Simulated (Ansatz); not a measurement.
Structure from Materials Project entry mp-632319 (possibly hypothetical), not relaxed further.

An input for CsH: DFT, r2SCAN, all-electron PAW with datasets made for the crystal, scalar-relativistic (Ansatz 0.2.0).

Command: `ansatz run input.yaml --threads 1 --pin off --max-ram 2048MiB --backend cpu --events-out ev --progress --plain --runs-dir out` The run took about 20 s on 1 thread of a shared machine.

```yaml
crystal:
  lattice:
    - [3.81840854, 0.0, 0.0]
    - [0.0, 3.81840854, 0.0]
    - [0.0, 0.0, 3.81840854]
  atoms:
    - { symbol: Cs, position: [0.0, 0.0, 0.0] }
    - { symbol: H, position: [0.5, 0.5, 0.5] }
kpoints:
  mp_grid: { grid: [8, 8, 8] }
  band_path:
    path:
      - [0.0, 0.0, 0.0]
      - [0.0, 0.5, 0.0]
      - [0.5, 0.5, 0.0]
      - [0.0, 0.0, 0.0]
      - [0.5, 0.5, 0.5]
      - [0.0, 0.5, 0.0]
      - [0.5, 0.5, 0.5]
      - [0.5, 0.5, 0.0]
    npoints: 8
scf:
  occupations: { method: fermi_dirac, width: 0.01 }
hamiltonian:
  xc: r2scan
  pseudopotentials: { kind: all_electron, datasets: crystal }
output:
  forces: true
  stress: true
  eigenvalues: true
  efg: { contact_densities: true }
```

Set-up and iterations as logged by Ansatz (the results part is left out, to be predicted):

```
hamiltonian.pseudopotentials.datasets: crystal makes datasets for this crystal and solves the spheres of its atoms anew in each pass: cutoff 300.0 eV, the density's 2100.0 eV; for an error of 0.50 meV an atom under PBE, 1.0 meV for the cell; an energy difference from a run of another recipe may be off by several times the error for the cell, under r2SCAN by more, where some 0.1 meV an atom stays at smaller errors; H in spheres of 1.376 Å, 1 of its electrons in bands; Cs in spheres of 1.376 Å, 19 of its electrons in bands
Engine: ansatz 0.2.0
Pseudopotentials: kind: all_electron
Pseudopotential: Cs, paw, valence charge 19, recommended cutoff 300 eV (normal), Koelling and Harmon's equation, gaussian nucleus
Pseudopotential: H, paw, valence charge 1, recommended cutoff 300 eV (normal), Koelling and Harmon's equation, gaussian nucleus
Functional definition: r2SCAN
  parameter k0 = 0.174
  parameter k1 = 0.065
  parameter a1 = 4.9479
  exchange = r2scan_x(k0 = k0, k1 = k1, a1 = a1)
  correlation = r2scan_c
Crystal: 2 atoms, lattice volume = 55.673 Å³
Basis set: ecut = 300 eV, 691 PW (Γ), exchange–correlation on 90×90×90 points (27 copies of the dense FFT grid, shifted against one another)
Bands: 14, of which v1, the nominal top of the filled ones, is band 10 counted from 1 (9 counted from 0)
Symmetry: 48 space group operations
Space group: Pm-3m (ITA 221), of the structure as read, at distance tolerance 3.8e-5 Å
k-points: 35 of 512
Non-local potential: Cs, projectors of the file, l = 0: 2, l = 1: 1, l = 2: 3, l = 3: 2
Non-local potential: H, projectors of the file, l = 0: 2, l = 1: 1
PAW form: soft (Blöchl's): semilocal exchange-correlation on the pseudo side does not see the compensation charge
PAW one-centre angular grid: Cs, 590 points (default); XC on its mesh's 1853 points in the sphere
PAW one-centre angular grid: H, 302 points (default); XC on its mesh's 2265 points in the sphere
Initial density: superposition of atomic densities (neutral atoms: chi_scale 0, normalization atom)
Initial wavefunctions: pseudopotential atomic-orbital guess
Functional: x = r2scan, c = r2scan; τ floored in thin density (d = 2e-4 eV/Å³)
iter 1 solved again at ethr=1.07e-2 eV; its pass at ethr=1.00e-1 eV (dr2=2.15e0 eV) is discarded
SCF iter   1: F=—  HF=-211930.478656 eV  |F-HF|=—  |Δ(HF+E_count)|=         —  Δρ=4.44e-2  dr2=2.14e0  dr2_τ=3.46e-3  ethr=1.07e-2  ⟨swp⟩=2.9  Hψ=2952  notcnv=0
iter 2 solved again at ethr=4.26e-4 eV; its pass at ethr=1.07e-2 eV (dr2=8.51e-2 eV) is discarded
SCF iter   2: F=—  HF=-211929.656020 eV  |F-HF|=—  |Δ(HF+E_count)|=   8.23e-1  Δρ=9.40e-3  dr2=8.38e-2  dr2_τ=5.30e-3  ethr=4.26e-4  ⟨swp⟩=3.4  Hψ=2556  notcnv=0  defer=4
SCF iter   3: F=—  HF=-211929.670067 eV  |F-HF|=—  |Δ(HF+E_count)|=   1.40e-2  Δρ=3.70e-3  dr2=3.72e-3  dr2_τ=1.81e-5  ethr=4.19e-4  ⟨swp⟩=4.2  Hψ=1317  notcnv=0  defer=8
SCF iter   4: F=—  HF=-211929.671005 eV  |F-HF|=—  |Δ(HF+E_count)|=   9.39e-4  Δρ=9.71e-4  dr2=7.86e-4  dr2_τ=6.89e-6  ethr=1.86e-5  ⟨swp⟩=4.6  Hψ=1390  notcnv=0  defer=10
SCF iter   5: F=—  HF=-211929.672991 eV  |F-HF|=—  |Δ(HF+E_count)|=   1.99e-3  Δρ=3.50e-4  dr2=2.06e-5  dr2_τ=6.53e-6  ethr=3.93e-6  ⟨swp⟩=2.1  Hψ=3673  notcnv=0  defer=4
SCF iter   6: F=—  HF=-211929.673130 eV  |F-HF|=—  |Δ(HF+E_count)|=   1.39e-4  Δρ=1.46e-4  dr2=3.46e-6  dr2_τ=1.13e-6  ethr=1.03e-7  ⟨swp⟩=3.1  Hψ=1335  notcnv=0  defer=4
SCF iter   7: F=—  HF=-211929.673129 eV  |F-HF|=—  |Δ(HF+E_count)|=   9.92e-7  Δρ=1.06e-4  dr2=2.35e-6  dr2_τ=3.48e-7  ethr=1.73e-8  ⟨swp⟩=2.7  Hψ=870  notcnv=0  defer=4
SCF iter   8: F=—  HF=-211929.673127 eV  |F-HF|=—  |Δ(HF+E_count)|=   2.00e-6  Δρ=1.28e-5  dr2=1.18e-7  dr2_τ=2.23e-9  ethr=1.17e-8  ⟨swp⟩=3.3  Hψ=1034  notcnv=0  defer=3
SCF iter   9: F=—  HF=-211929.673127 eV  |F-HF|=—  |Δ(HF+E_count)|=   2.49e-8  Δρ=2.40e-6  dr2=2.25e-9  dr2_τ=3.03e-10  ethr=5.88e-10  ⟨swp⟩=3.5  Hψ=1063  notcnv=0  defer=3
SCF iter  10: F=—  HF=-211929.673129 eV  |F-HF|=—  |Δ(HF+E_count)|=   2.19e-6  Δρ=2.67e-6  dr2=9.41e-10  dr2_τ=3.82e-9  ethr=1.12e-11  ⟨swp⟩=5.0  Hψ=1660  notcnv=0
SCF iter  11: F=—  HF=-211929.673129 eV  |F-HF|=—  |Δ(HF+E_count)|=  8.15e-10  Δρ=5.33e-6  dr2=9.83e-9  dr2_τ=1.12e-9  ethr=4.70e-12  ⟨swp⟩=4.2  Hψ=1169  notcnv=0
SCF iter  12: F=—  HF=-211929.673129 eV  |F-HF|=—  |Δ(HF+E_count)|=   9.05e-9  Δρ=1.18e-6  dr2=2.99e-10  dr2_τ=5.16e-11  ethr=4.70e-12  ⟨swp⟩=4.2  Hψ=1244  notcnv=0
SCF iter  13: F=-211929.673129 eV  HF=-211929.673129 eV  |F-HF|=8.73e-11  |Δ(HF+E_count)|=   1.54e-9  Δρ=5.10e-7  dr2=1.82e-10  dr2_τ=2.15e-11  ethr=1.49e-12  ⟨swp⟩=3.9  Hψ=1224  notcnv=0
```

What pressure will this run report?

-0.04 GPa (positive in compression).

Is there a band gap?

3.18 eV, direct at R (0.5, 0.5, 0.5).
